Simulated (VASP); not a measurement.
Wanted: the native input for a VASP 6.6.1 run.

```
Task                   : single point
Functional             : PBE
Potentials or basis    : VASP PAW PBE potentials, release 64 (Ho_3), 4f in core
Cutoff                 : 600 eV
k mesh                 : 9 × 9 × 9
Occupations            : tetrahedron
Spin                   : collinear spin, random start
Starting moments       : [0.01] μB
Fixed moment           : 3 μB
Hubbard terms          : Ho f U = 7 eV, J = 1.0 eV
LDAUTYPE               : 2
Hund's J               : 1
Further INCAR settings : ALGO = Normal; EDIFF = 1e-06
```

The structure of Ho lies in POSCAR:

```
Ho
1.0
   -0.0053600000      2.5796430000      2.4623780000
    2.4808790000      0.0871630000      2.3698550000
    2.5749810000      2.5812210000     -0.0069390000
Ho
1
Direct
   -0.0028050000      0.0007080000      0.0070620000
```

This isn't the form of Ho at room conditions, which is hcp.

The cell isn't the ideal one: cell strained at random at fixed volume.

One way to write it, as run:

INCAR

```
SYSTEM = Ho
PREC = Accurate
ENCUT = 600
EDIFF = 1E-6
ISMEAR = -5
SIGMA = 0.05
LREAL = .FALSE.
LASPH = .TRUE.
NELM = 120
ALGO = Normal
ISIF = 2
LWAVE = .FALSE.
LCHARG = .FALSE.
ISPIN = 2
MAGMOM = 0.01
LORBIT = 11
NUPDOWN = 3
LMAXMIX = 6
LDAU = .TRUE.
LDAUTYPE = 2
LDAUL = 3
LDAUU = 7
LDAUJ = 1
LDAUPRINT = 1
GGA = PE
```

KPOINTS

```
regular mesh
0
G
  9 9 9
  0 0 0
```

Potentials or basis: VASP PAW PBE potentials, release 64 (Ho_3), 4f in core.

Command:

```console
$ cat potpaw_PBE.64/Ho_3/POTCAR > POTCAR
$ mpirun -np 1 vasp_std > vasp.out
```

It gave:

- Pressure: 6.9 GPa
- Net moment: 3.00 μB per cell
- Site moments: Ho +2.20 μB
- Valence electrons inside the program's atomic spheres: Ho 8.14

Caveat: the magnetic or orbital state may not be the lowest; the moment is held away from its start; U is put on an f shell that these potentials keep in the core, so it has next to no effect; the total moment is fixed, so each spin has its own Fermi level.

Wall time 2.2 min on 1 thread of Intel(R) Xeon(R) 6975P-C (Granite Rapids) (shared host), peak memory 0.33 GiB.
